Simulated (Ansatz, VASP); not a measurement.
## SiC: VASP beside Ansatz

File INCAR:

```
SYSTEM = SiC
PREC = Accurate ; ENCUT = 520
EDIFF = 1E-6 ; ISMEAR = 0
SIGMA = 0.01 ; LREAL = .False.
LASPH = .True. ; NELM = 60
ALGO = Normal ; ISIF = 2
LWAVE = .False. ; LCHARG = .False.
GGA = CA ; NBANDS = 16
```

The input KPOINTS:

```
Automatic mesh
0
Gamma
  8 8 4
  0 0 0
```

The input POSCAR:

```
SiC
1.0
    3.0563618601      0.0000000000      0.0000000000
   -1.5281809301      2.6468870140      0.0000000000
    0.0000000000      0.0000000000      5.0159135140
Si C
2 2
Direct
    0.3333333333      0.6666666667      0.0045956273
    0.6666666667      0.3333333333      0.5045956273
    0.3333333333      0.6666666667      0.3804043727
    0.6666666667      0.3333333333      0.8804043727
```

Input for Ansatz:

```yaml
crystal:
  lattice:
    - [3.05636186011, 0.0, 0.0]
    - [-1.52818093006, 2.64688701402, 0.0]
    - [0.0, 0.0, 5.01591351395]
  atoms:
    - { symbol: Si, position: [0.333333333333, 0.666666666667, 0.004595627306] }
    - { symbol: Si, position: [0.666666666667, 0.333333333333, 0.504595627306] }
    - { symbol: C, position: [0.333333333333, 0.666666666667, 0.380404372694] }
    - { symbol: C, position: [0.666666666667, 0.333333333333, 0.880404372694] }
kpoints:
  mp_grid: { grid: [8, 8, 4] }
scf:
  occupations: { method: fixed }
hamiltonian:
  xc: lda
  pseudopotentials: { kind: all_electron, lapw: { basis_error: 0.001 } }
output:
  forces: true
  stress: true
  eigenvalues: true
  eigenstates:
    nscf_kmesh: { grid: [12, 12, 6] }
    de_dk: true
    e_range: [-9, 12.13094575914]
checkpoint:
  write: ck
  write_wavefunctions: false
```

Alike in both runs: task single point; functional LDA; k mesh 8 × 8 × 4; no spin polarisation.

|  | VASP | Ansatz |
| --- | --- | --- |
| version | VASP 6.6.1 | Ansatz 0.2.0 |
| potentials or method | VASP PAW LDA potentials, release 64 (Si, C) | all-electron LAPW, scalar-relativistic |
| plane-wave cutoff (eV) | 520 | see its input |
| occupations | gaussian, width 0.01 eV | fixed |

|  | VASP | Ansatz | Ansatz less VASP |
| --- | --- | --- | --- |
| gap on the k mesh at the Fermi level (eV) | 2.38 | 2.39 | +0.015 |
| pressure (GPa) | 0.4 | 0.0 | -0.41 |

Ansatz ran all-electron here, so the differences hold the error of VASP's frozen core and of both bases.

A k mesh can miss the band edges. As with any semilocal functional, this LDA gap is likely too small.
